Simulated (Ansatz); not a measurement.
# LiCl: the cost of one run

Method: DFT PBE, scalar-relativistic, plane waves, PAW, in Ansatz 0.2.0.

## 1. Starting point

It takes space group P6_3mc (No. 186, hexagonal). Conventional cell: a = 3.925 Å, b = 3.925 Å, c = 6.357 Å, α = 90.00°, β = 90.00°, γ = 120.00°. Around Li (site symmetry 3m) lie 4 Cl at 2.40 Å. Cl (site symmetry 3m) has 4 Li at 2.40 Å as nearest neighbours.

As a file:

```
Li Cl
1.0
    -5.88732    3.39905   -6.35716
     5.88732   -3.39905   -6.35716
    -5.88732  -10.19714    6.35716
Li Cl
24 24
Direct
  0.39533 0.56199 0.83333
  0.89533 0.06199 0.83333
  0.56199 0.22866 0.66667
  0.06199 0.72866 0.66667
  0.72866 0.89533 0.50000
  0.22866 0.39532 0.50000
  0.89533 0.56199 0.33333
  0.39532 0.06199 0.33333
  0.06199 0.22866 0.16667
  0.56199 0.72866 0.16667
  0.22866 0.89533 0.00000
  0.72866 0.39532 0.00000
  0.81199 0.64532 0.83333
  0.31199 0.14533 0.83333
  0.97866 0.31199 0.66667
  0.47866 0.81199 0.66667
  0.14533 0.97866 0.50000
  0.64532 0.47866 0.50000
  0.31199 0.64533 0.33333
  0.81199 0.14533 0.33333
  0.47866 0.31199 0.16667
  0.97866 0.81199 0.16667
  0.64532 0.97866 0.00000
  0.14533 0.47866 0.00000
  0.58384 0.75051 0.83333
  0.08384 0.25051 0.83333
  0.75051 0.41717 0.66667
  0.25051 0.91717 0.66667
  0.91717 0.08384 0.50000
  0.41718 0.58384 0.50000
  0.08384 0.75051 0.33333
  0.58384 0.25051 0.33333
  0.25051 0.41717 0.16667
  0.75051 0.91717 0.16667
  0.41717 0.08384 0.00000
  0.91717 0.58384 0.00000
  0.50051 0.33384 0.83333
  0.00051 0.83384 0.83333
  0.66717 0.00051 0.66667
  0.16717 0.50051 0.66667
  0.83384 0.66718 0.50000
  0.33384 0.16717 0.50000
  0.00051 0.33384 0.33333
  0.50051 0.83384 0.33333
  0.16717 0.00051 0.16667
  0.66717 0.50051 0.16667
  0.33384 0.66718 0.00000
  0.83384 0.16717 0.00000
```

The runs take a perfect supercell of 48 atoms; the defect goes to fractional position (0.395, 0.562, 0.833).

## 2. The perfect supercell

The input, input.yaml:

```yaml
crystal:
  lattice:
    - [-5.887323, 3.399048, -6.357161]
    - [5.887323, -3.399048, -6.357161]
    - [-5.887323, -10.197143, 6.357161]
  atoms:
    - { symbol: Li, position: [0.395325, 0.561992, 0.833333] }
    - { symbol: Li, position: [0.895325, 0.061992, 0.833333] }
    - { symbol: Li, position: [0.561991, 0.228658, 0.666667] }
    - { symbol: Li, position: [0.061991, 0.728658, 0.666667] }
    - { symbol: Li, position: [0.728658, 0.895325, 0.5] }
    - { symbol: Li, position: [0.228658, 0.395325, 0.5] }
    - { symbol: Li, position: [0.895325, 0.561992, 0.333333] }
    - { symbol: Li, position: [0.395325, 0.061992, 0.333333] }
    - { symbol: Li, position: [0.061991, 0.228658, 0.166667] }
    - { symbol: Li, position: [0.561991, 0.728658, 0.166667] }
    - { symbol: Li, position: [0.228658, 0.895325, 0.0] }
    - { symbol: Li, position: [0.728658, 0.395325, 0.0] }
    - { symbol: Li, position: [0.811992, 0.645325, 0.833333] }
    - { symbol: Li, position: [0.311992, 0.145325, 0.833333] }
    - { symbol: Li, position: [0.978658, 0.311991, 0.666667] }
    - { symbol: Li, position: [0.478658, 0.811991, 0.666667] }
    - { symbol: Li, position: [0.145325, 0.978658, 0.5] }
    - { symbol: Li, position: [0.645325, 0.478658, 0.5] }
    - { symbol: Li, position: [0.311992, 0.645325, 0.333333] }
    - { symbol: Li, position: [0.811992, 0.145325, 0.333333] }
    - { symbol: Li, position: [0.478658, 0.311991, 0.166667] }
    - { symbol: Li, position: [0.978658, 0.811991, 0.166667] }
    - { symbol: Li, position: [0.645325, 0.978658, 0.0] }
    - { symbol: Li, position: [0.145325, 0.478658, 0.0] }
    - { symbol: Cl, position: [0.583842, 0.750508, 0.833333] }
    - { symbol: Cl, position: [0.083842, 0.250508, 0.833333] }
    - { symbol: Cl, position: [0.750508, 0.417174, 0.666667] }
    - { symbol: Cl, position: [0.250508, 0.917174, 0.666667] }
    - { symbol: Cl, position: [0.917175, 0.083841, 0.5] }
    - { symbol: Cl, position: [0.417175, 0.583841, 0.5] }
    - { symbol: Cl, position: [0.083842, 0.750508, 0.333333] }
    - { symbol: Cl, position: [0.583842, 0.250508, 0.333333] }
    - { symbol: Cl, position: [0.250508, 0.417174, 0.166667] }
    - { symbol: Cl, position: [0.750508, 0.917174, 0.166667] }
    - { symbol: Cl, position: [0.417175, 0.083841, 0.0] }
    - { symbol: Cl, position: [0.917175, 0.583841, 0.0] }
    - { symbol: Cl, position: [0.500508, 0.333842, 0.833333] }
    - { symbol: Cl, position: [0.000508, 0.833842, 0.833333] }
    - { symbol: Cl, position: [0.667174, 0.000508, 0.666667] }
    - { symbol: Cl, position: [0.167174, 0.500508, 0.666667] }
    - { symbol: Cl, position: [0.833841, 0.667175, 0.5] }
    - { symbol: Cl, position: [0.333841, 0.167175, 0.5] }
    - { symbol: Cl, position: [0.000508, 0.333842, 0.333333] }
    - { symbol: Cl, position: [0.500508, 0.833842, 0.333333] }
    - { symbol: Cl, position: [0.167174, 0.000508, 0.166667] }
    - { symbol: Cl, position: [0.667174, 0.500508, 0.166667] }
    - { symbol: Cl, position: [0.333841, 0.667175, 0.0] }
    - { symbol: Cl, position: [0.833841, 0.167175, 0.0] }
basis:
  ecutwfc: 420
  fft_grid_basis: typed
kpoints:
  mp_grid: { grid: [2, 2, 2] }
hamiltonian:
  xc: pbe
scf:
  occupations: { method: gaussian, width: 0.05 }
output:
  forces: true
  stress: false
  eigenvalues: true
  bader: false
  write_density: true
  volumetric_format: npy
```

Launch:

```console
ansatz run input.yaml --threads 4 --pin off --max-ram 10240MiB --backend cpu --events-out ev --progress --plain --runs-dir out
```

What time and memory should one allow on 4 threads of Arm Neoverse V1, shared host?

About 11 s, with a peak of 3.6 GiB.
